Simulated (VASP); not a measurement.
A run of VASP 6.6.1:

The input INCAR:

```
SYSTEM = ZrS2
AGGAC = 0.0
ALGO = Fast
DIPOL = 0.5 0.5 0.500
EDIFF = 1E-6
EDIFFG = -0.005
ENCUT = 520
GGA = MK
IBRION = 2
IDIPOL = 3
ISIF = 2
ISMEAR = 0
LASPH = .True.
LCHARG = .False.
LDIPOL = .True.
LREAL = .False.
LUSE_VDW = .True.
LWAVE = .False.
NELM = 60
NSW = 40
PARAM1 = 0.1234
PARAM2 = 1.0
PREC = Accurate
SIGMA = 0.05
```

The input KPOINTS:

```
k-points
0
Gamma
  8 8 1
  0 0 0
```

The input POSCAR:

```
ZrS2
1.0
    3.6299990405      0.0000000000      0.0000000000
   -1.8149995203      3.1436713849      0.0000000000
    0.0000000000      0.0000000000     23.7656400000
S Zr
4 2
Selective dynamics
Direct
    0.6666666667      0.3333333334      0.3155816549  F F F
    0.3333333333      0.6666666666      0.4382646543  F F F
    0.6666666667      0.3333333334      0.5617353457  T T T
    0.3333333333      0.6666666666      0.6844183451  T T T
    0.0000000000      0.0000000000      0.3769231546  F F F
    0.0000000000      0.0000000000      0.6230768454  T T T
```

Potentials or basis: VASP PAW PBE potentials, release 64 (S, Zr_sv).

Command:

```sh
$ cat potpaw_PBE.64/S/POTCAR potpaw_PBE.64/Zr_sv/POTCAR > POTCAR
$ mpirun -np 1 vasp_std > vasp.out
```

Hardware: 1 thread of Intel(R) Xeon(R) 6975P-C (Granite Rapids) (shared host).

Question: How long does it take, and how much memory?

Answer: It took 15 min on 1 thread of Intel(R) Xeon(R) 6975P-C (Granite Rapids) (shared host), peak memory 1.1 GiB. Counts: scf iterations 55, k points 10, ion steps 5.
